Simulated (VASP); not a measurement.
# PbTe: on-the-fly training of a machine-learned force field

PbTe, Pnma (no. 62), 16 atoms in the cell. PBE, machine-learned force field (on-the-fly training); PAW potentials Pb, Te (PBE set).

Atoms in the training cell: 16; Target temperature (K): 300; Ensemble of the training: NpT, Langevin, temperature ramp.

## Input

INCAR:
```
PREC     = Normal         # precision mode
ENCUT    = 230            # plane-wave cutoff, eV
EDIFF    = 1E-6           # SCF threshold, eV
ISMEAR   = 0              # smearing method
SIGMA    = 0.2            # smearing width, eV
ALGO     = Normal         # electronic algorithm
LREAL    = Auto         
LASPH    = T              # aspherical terms in the spheres
NELM     = 80             # most SCF steps
NELMIN   = 4            
LWAVE    = F              # write WAVECAR
LCHARG   = F              # write CHGCAR
GGA      = PE             # functional
KPAR     = 4            
IBRION   = 0              # ionic algorithm
NSW      = 3000           # ionic steps
POTIM    = 3              # step
TEBEG    = 90           
TEEND    = 390          
ISYM     = 0            
MDALGO   = 3            
LANGEVIN_GAMMA= 10 10        
ISIF     = 3              # what is computed and relaxed
RANDOM_SEED= 112639 0 0   
LANGEVIN_GAMMA_L= 5            
PMASS    = 100          
ML_LMLFF = T            
ML_MODE  = train        
NWRITE   = 0            
ML_MCONF = 600          
ML_MB    = 1200          
```

KPOINTS:
```
k-points
0
Monkhorst-Pack
  2 2 2
```

POSCAR:
```
TePb
1.0
    7.971738500000      0.000000000000      0.000000000000
    0.000000000000      9.141165780000      0.000000000000
    0.000000000000      0.000000000000      7.914968460000
Pb Te
8 8
Direct
    0.992432261686      0.116307286002      0.249372196474
    1.001632588541      0.632456684803      0.252086557421
    0.494308520708      0.119848926006      0.254421002333
    0.510772410211      0.626790376298      0.239395741438
    0.494319461562      0.385502068079      0.752792885248
    0.488494862797      0.874450642107      0.742437000035
   -0.003204462901      0.371796869229      0.743337755572
    0.005696982356      0.874585921708      0.744276853037
    0.754176605595      0.130446933096      0.904161940604
    0.749161127833      0.618562654613      0.915304384095
    0.241388504932      0.125135805834      0.583095804356
    0.248802804805      0.618121709876      0.580379650088
    0.740692585798      0.366104797054      0.418321004762
    0.740556948864      0.882681489184      0.422049145380
    0.233869824684      0.376786176135      0.075031356151
    0.249155378112      0.875286387931      0.068309561881
```

Commands:
```
cat potpaw_PBE.64/Pb/POTCAR potpaw_PBE.64/Te/POTCAR > POTCAR
# POSCAR: the crystal's sites, moved at random by about 0.06 A along each axis
mpirun -np 4 vasp_std > vasp.out
cp ML_ABN ../ML_AB.train
cp ML_FFN ../ML_FF.train
```

## Result

- MD steps with a DFT calculation: 215
- MD steps: 3000
- Force error on the training data while learning (meV/Å): 21.3
- Energy error on the training data while learning (meV/atom): 0.746
- Last threshold of the force error (eV/Å): 0.0124

Errors on the training data as learning went on:

| MD step | Energy (meV/atom) | Forces (meV/Å) | Stress (kbar) |
|---|---|---|---|
| 1 | 3.524 | 29.6 | 7.61 |
| 5 | 0.008 | 40.5 | 0.07 |
| 9 | 0.014 | 26.0 | 0.05 |
| 14 | 0.022 | 26.4 | 0.10 |
| 187 | 0.233 | 16.4 | 0.61 |
| 476 | 0.297 | 16.0 | 0.61 |
| 805 | 0.319 | 15.9 | 0.59 |
| 1134 | 0.299 | 16.6 | 0.56 |
| 1424 | 0.524 | 17.5 | 0.63 |
| 1703 | 0.492 | 18.2 | 0.64 |
| 2065 | 0.530 | 18.7 | 0.61 |
| 2360 | 0.740 | 20.2 | 0.64 |
| 2808 | 0.729 | 20.8 | 0.64 |
| 3000 | 0.746 | 21.3 | 0.63 |

DFT calculations in each fifth of the run: 60, 35, 46, 41, 33.

ML_LOGFILE:
```
ML_LOGFILE 0.2.5

* MEMORY INFORMATION ********************

Estimated memory consumption for ML force field generation (MB):

Persistent allocations for force field  :    259.1
|
|-- CMAT for basis  :     49.7
|-- SINV for basis  :     12.5
|-- FMAT for basis  :    167.0
|-- DESC for basis  :      5.8
|-- DESC product matrix  :      6.4

Persistent allocations for ab initio data     :      1.0
|
|-- Ab initio data  :      0.9
|-- Ab initio data (new)  :      0.0

Temporary allocations for sparsification  :     86.8
|
|-- SVD matrices  :     86.7

Other temporary allocations  :     37.8
|
|-- Descriptors  :      6.4
|-- Regression  :     28.6
|-- Prediction  :      2.9

Total memory consumption  :    397.0

********************

* MACHINE LEARNING SETTINGS ********************

General settings
------------------------------------------------------------
Machine learning operation mode in strings (supertag)  :         train (I) ML_MODE
Machine learning operation mode  :             0     ML_ISTART
Machine learning force field type  :        kernel     ML_TYPE
Controls the verbosity of the output at each MD step when machine learning is used  :             1     ML_OUTPUT_MODE
[... 436 lines left out ...]

Program part                                         system clock (sec)       cpu time (sec)
---------------------------------------------------|--------------------|-------------------
Setup (file I/O, parameters,...)                   |              0.186 |              0.174
Descriptor and design matrix                       |             13.146 |             13.129
Sparsification of configurations                   |              1.155 |              1.156
Regression                                         |              1.845 |              1.838
Prediction                                         |             17.458 |             17.428
---------------------------------------------------|--------------------|-------------------
TOTAL                                              |             33.791 |             33.724

********************
```

Limits: These errors are on the data that the field was fitted to, not on fresh structures.

VASP 6.6.1 took 956 s on 4 cores (AMD EPYC 9R45 (Zen 5)), a shared host.
